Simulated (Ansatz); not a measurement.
Response to strain in Li3N

Consider Li3N (space group P6/mmm, No. 191).

```
Li3N
1.0
    3.60977     0.00000     0.00000
   -1.80489     3.12615     0.00000
    0.00000     0.00000     3.85578
Li N
3 1
Direct
  0.00000   0.00000   0.50000
  0.33333   0.66667   0.00000
  0.66667   0.33333   0.00000
  0.00000   0.00000   0.00000
```

Cartesian axes are those of the cell as printed.

Strains are applied to the cell and any free atomic positions relax; under biaxial strain the out-of-plane vector relaxes too.

All numbers come from r2SCAN (Ansatz, a first-principles code; PAW; 500 eV plane waves; scalar-relativistic without spin-orbit coupling).

| biaxial strain, plane normal [001], relaxed out of plane (%) | out-of-plane strain (%) |
|---|---|
| -4.04 | 0.36 |
| -3.37 | 0.30 |
| -0.83 | 0.07 |
| -0.43 | ? |
| 0 | 0.00 |

### Question
Fit ε⊥ = −νε + γε² (strains in %) to the rows shown and predict the withheld row.

### Answer
Least squares on the printed values gives ν = 0.08 (the biaxial Poisson response) and γ = 0.001 (largest residual 0.00 %); this predicts 0.04 %, and the run gives 0.04 %, in agreement.

Stability against distortions was not tested.
